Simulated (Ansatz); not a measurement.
# Field gradients at the nuclei in TiO2

The cell is a COD entry, its atoms then relaxed with PBE in this cell.

```xyz
12
Lattice="4.5318 0.0000 0.0000 0.0000 5.5019 0.0000 0.0000 0.0000 4.9063" Properties=species:S:1:pos:R:3 pbc="T T T"
Ti    0.0000    0.9675    1.2266
Ti    2.2659    1.7835    3.6797
Ti    0.0000    4.5344    3.6797
Ti    2.2659    3.7184    1.2266
O     1.2243    2.1039    2.0582
O     1.0416    0.6471    4.5114
O     3.4902    0.6471    2.8481
O     3.3075    2.1039    0.3949
O     3.3075    3.3980    2.8481
O     3.4902    4.8548    0.3949
O     1.0416    4.8548    2.0582
O     1.2243    3.3980    4.5114
```

Atom numbers follow the list; atoms alike are taken as one site, whose name carries the number of the first.

Method: Kohn–Sham DFT in Ansatz, r2SCAN, plane waves and PAW, scalar-relativistic, 500 eV cutoff, Γ-centred 5×4×4 k-points, Fermi–Dirac smearing 0.02 eV.

C_Q = eQV_zz/h, which is 24.18 MHz for Q = 1 b and V_zz = 10²¹ V/m²; η = (V_xx − V_yy)/V_zz. Directions are in the Cartesian axes of the cell vectors above, for the atom listed; none is given where the gradient is under 0.02 or η is above 0.95.

```csv
site,first atom,first shell,V_zz (10²¹ V/m²),η,"direction of V_zz (x, y, z)"
Ti,1,6 O at 1.87–2.09 Å,2.77,0.50,0.00 1.00 0.00
O,5,3 Ti at 1.87–2.09 Å; also 1 Ti at 3.17 Å,-2.96,0.51,0.73 -0.62 -0.28
```

At O V_zz stands upright on the plane through its three neighbours (within 11°).
